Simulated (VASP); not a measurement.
## ZnS (Wurtzite-6H): relaxation of cell and atoms with revPBE+D3

The system is ZnS (Wurtzite-6H).

```xyz
12
Lattice="3.8120 0.0000 0.0000 -1.9060 3.3013 0.0000 0.0000 0.0000 18.6900" Properties=species:S:1:pos:R:3 pbc="T T T"
Zn    0.0000    2.2009   15.5749
Zn    1.9060    1.1004    6.2299
Zn    1.9060    1.1004   12.4601
Zn    0.0000    2.2009    3.1151
Zn    0.0000    0.0000    9.3450
Zn    0.0000    0.0000    0.0000
S     0.0000    2.2009   17.9112
S     1.9060    1.1004    8.5662
S     1.9060    1.1004   14.7963
S     0.0000    2.2009    5.4513
S     0.0000    0.0000   11.6812
S     0.0000    0.0000    2.3362
```

```
Program                : VASP 6.6.1
Task                   : relaxation of cell and atoms
Functional             : revPBE
Dispersion             : D3
Potentials or basis    : VASP PAW PBE potentials, release 64 (Zn, S)
Cutoff                 : 600 eV
k mesh                 : 8 × 8 × 2
Occupations            : fermi-dirac, width 0.05 eV
Spin                   : no spin polarisation
Further INCAR settings : ALGO = Normal; EDIFF = 1e-06; IBRION = 2; EDIFFG = -0.01; NSW = 60; ISIF = 3
```

* Relaxed volume: 19.25 Å³/atom
* Relaxed cell: a = 3.789 Å, b = 3.789 Å, c = 18.583 Å, α = 90.00°, β = 90.00°, γ = 120.00°
* Space group after relaxing (to 0.05 Å): P6_3mc (No. 186)
* Energy gained by relaxing: 1.6 meV/atom
* Ionic steps: 6
* Pressure after relaxing: 0.0 GPa
* Largest force after relaxing: 0.008 eV/Å
* Band gap on the k mesh: 2.37 eV, direct
* Dispersion energy per atom: -0.498 eV

Forces on the atoms (eV/Å):
```
Zn   0.000  0.000 -0.008
Zn   0.000  0.000 -0.008
Zn   0.000  0.000  0.005
Zn   0.000  0.000  0.005
Zn   0.000  0.000  0.007
Zn   0.000  0.000  0.007
S    0.000  0.000  0.002
S    0.000  0.000  0.002
S    0.000  0.000  0.002
S    0.000  0.000  0.002
S    0.000  0.000 -0.008
S    0.000  0.000 -0.008
```

Step by step:
```csv
step,energy change (eV),largest force (eV/Å),pressure (GPa),volume (Å³)
1,0.0000,0.0261,-1.41,235.20
2,-0.0165,0.0168,0.59,229.40
3,-0.0193,0.0194,0.02,230.95
4,-0.0193,0.0194,-0.01,231.04
5,-0.0194,0.0116,-0.01,231.04
6,-0.0194,0.0080,-0.02,231.04
```

Final structure:
```yaml
crystal:
  lattice:
    - [3.78890, 0.00000, 0.00000]
    - [-1.89445, 3.28129, 0.00000]
    - [0.00000, 0.00000, 18.58346]
  atoms:
    - { symbol: Zn, position: [0.33333, 0.66667, 0.83331] }
    - { symbol: Zn, position: [0.66667, 0.33333, 0.33331] }
    - { symbol: Zn, position: [0.66667, 0.33333, 0.66677] }
    - { symbol: Zn, position: [0.33333, 0.66667, 0.16677] }
    - { symbol: Zn, position: [0.00000, 0.00000, 0.50000] }
    - { symbol: Zn, position: [0.00000, 0.00000, 0.00000] }
    - { symbol: S, position: [0.33333, 0.66667, 0.95816] }
    - { symbol: S, position: [0.66667, 0.33333, 0.45816] }
    - { symbol: S, position: [0.66667, 0.33333, 0.79163] }
    - { symbol: S, position: [0.33333, 0.66667, 0.29163] }
    - { symbol: S, position: [0.00000, 0.00000, 0.62512] }
    - { symbol: S, position: [0.00000, 0.00000, 0.12512] }
```

Levels at points of the mesh, in eV from the valence-band top:
| k point | band 52 | band 53 | band 54 | band 55 | band 56 | band 57 |
| --- | --- | --- | --- | --- | --- | --- |
| (0.00, 0.00, 0.00) | -0.03 | 0.00 | 0.00 | 2.37 | 3.35 | 3.42 |
| (0.50, 0.00, 0.00) | -1.29 | -1.12 | -0.90 | 3.54 | 3.65 | 3.69 |
| (0.00, 0.00, 0.50) | -0.07 | -0.07 | -0.07 | 2.83 | 2.83 | 3.40 |
| (0.50, 0.00, 0.50) | -1.25 | -1.01 | -1.01 | 3.46 | 3.46 | 3.94 |

Wall time 21 min on 1 thread of Intel(R) Xeon(R) 6975P-C (Granite Rapids), with other jobs on the host, peak memory 0.55 GiB.

Caveat: the PAW data sets were made with another functional, which shifts forces and pressure a little. revPBE gaps usually lie below the measured ones, often by a third to a half.
